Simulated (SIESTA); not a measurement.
As under changes of volume

One of the cells (19.764 Å³/atom); the others are scaled copies at fixed shape and fractional positions:

```
CELL_PARAMETERS angstrom
2.70368 0.00000 0.00000
0.00000 2.70368 0.00000
0.00000 0.00000 2.70368
ATOMIC_POSITIONS crystal
As 0.50000 0.50000 0.50000
```

This isn't the form of As at room conditions, which is rhombohedral.

- Program: SIESTA 5.4.2
- Functional: LDA
- Potentials or basis: PseudoDojo 0.4 standard (LDA files)
- Basis: DZP (energy shift 0.003 Ry; two zetas on semicore shells)
- Grid cutoff: 500 Ry
- Energy shift: 0.003 Ry
- k mesh: 10 × 10 × 10
- Occupations: fermi-dirac, width 0.05 eV
- Spin: no spin polarisation

| volume (Å³/atom) | energy over the lowest point (meV/atom) | pressure (GPa) |
| --- | --- | --- |
| 18.578 | 17.35 | 5.6 |
| 18.973 | 6.60 | 3.1 |
| 19.368 | 1.15 | 1.3 |
| 19.764 | 0.00 | -0.5 |
| 20.159 | ? | ? |
| 20.554 | 9.96 | -3.5 |
| 20.949 | 20.19 | -4.7 |

**Question.** What does the run at 20.159 Å³/atom give?

**Answer.** Energy over the lowest point 3.24 meV/atom; pressure -2.0 GPa.

Worked out: A Birch-Murnaghan fit of order 3 (a polynomial in V^(-2/3)) to the other rows has its minimum at 19.66 Å³/atom with B0 = V·E''(V) = 86 GPa and B' = 4.0. It gives 3.13 meV/atom at 20.159 Å³/atom, against the run's 3.24, and -dE/dV = -2.0 GPa, against -2.0.

Energies are extrapolated to zero smearing.

Caveats: the basis of atomic orbitals isn't converged, which shifts pressures, moduli and gaps.
